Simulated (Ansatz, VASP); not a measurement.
HfN: VASP beside Ansatz

File INCAR:

```
SYSTEM = HfN
PREC = Accurate
ENCUT = 520
EDIFF = 1E-6
ISMEAR = -1
SIGMA = 0.05
LREAL = .False.
LASPH = .True.
NELM = 60
ALGO = Normal
ISIF = 2
LWAVE = .False.
LCHARG = .False.
GGA = PS
NBANDS = 14
```

Contents of KPOINTS:

```
Automatic mesh
0
Gamma
  9 9 9
  0 0 0
```

The input POSCAR:

```
HfN
1.0
    0.0000000000      2.4548220000      2.4548220000
    2.4548220000      0.0000000000      2.4548220000
    2.4548220000      2.4548220000      0.0000000000
Hf N
1 1
Direct
    0.0000000000      0.0000000000      0.0000000000
    0.2500000000      0.2500000000      0.2500000000
```

File input.yaml:

```yaml
crystal:
  lattice:
    - [0.0, 2.454822, 2.454822]
    - [2.454822, 0.0, 2.454822]
    - [2.454822, 2.454822, 0.0]
  atoms:
    - { symbol: Hf, position: [0.0, 0.0, 0.0] }
    - { symbol: "N", position: [0.25, 0.25, 0.25] }
hamiltonian:
  xc: pbesol
  pseudopotentials: { kind: paw }
kpoints:
  mp_grid: { grid: [9, 9, 9] }
  band_path:
    path:
      - [[0.0, 0.0, 0.0], [0.5, 0.0, 0.5], [0.5, 0.25, 0.75], [0.375, 0.375, 0.75], [0.0, 0.0, 0.0], [0.5, 0.5, 0.5], [0.625, 0.25, 0.625], [0.5, 0.25, 0.75], [0.5, 0.5, 0.5], [0.375, 0.375, 0.75]]
      - [[0.625, 0.25, 0.625], [0.5, 0.0, 0.5]]
    npoints: 14
scf:
  occupations: { method: fermi_dirac, width: 0.05 }
  n_extra_bands: 6
output:
  forces: true
  stress: true
  eigenvalues: true
  fatbands: true
```

The cell comes from a database or a generator and needn't be the stable form of this composition.

Alike in both runs: functional PBEsol; k mesh 9 × 9 × 9; occupations fermi-dirac, width 0.05 eV; no spin polarisation.

|  | VASP | Ansatz |
| --- | --- | --- |
| version | VASP 6.6.1 | Ansatz 0.2.0 |
| potentials or method | VASP PAW PBE potentials, release 64 (Hf_pv, N) | Ansatz PAW |
| plane-wave cutoff (eV) | 520 | 420 |
| valence electrons in the cell | 15 | 31 |
| task | single point | band structure |

|  | VASP | Ansatz | Ansatz less VASP |
| --- | --- | --- | --- |
| gap on the k mesh at the Fermi level (eV) | none | none | - |
| pressure (GPa) | -5.9 | -5.0 | +0.88 |

A gap of «none» marks a metal or a gap that the smearing closes. With one functional, cell and mesh, what is left measures potentials, basis and numerics. The two sets of potentials don't hold the same shells in valence.

Caveats: the PAW data sets were made with another functional, which shifts forces and pressure a little (VASP); the pressure holds a Pulay correction of +0.4 GPa for the finite cutoff (Ansatz); spin-orbit coupling is left out, which moves the levels of the heavy elements (Ansatz); the PAW data sets come from PBE, with cores solved anew for the run's functional, which leaves a small shift of forces and pressure (Ansatz). The runs have no spin-orbit coupling, so splittings on Hf are missing.
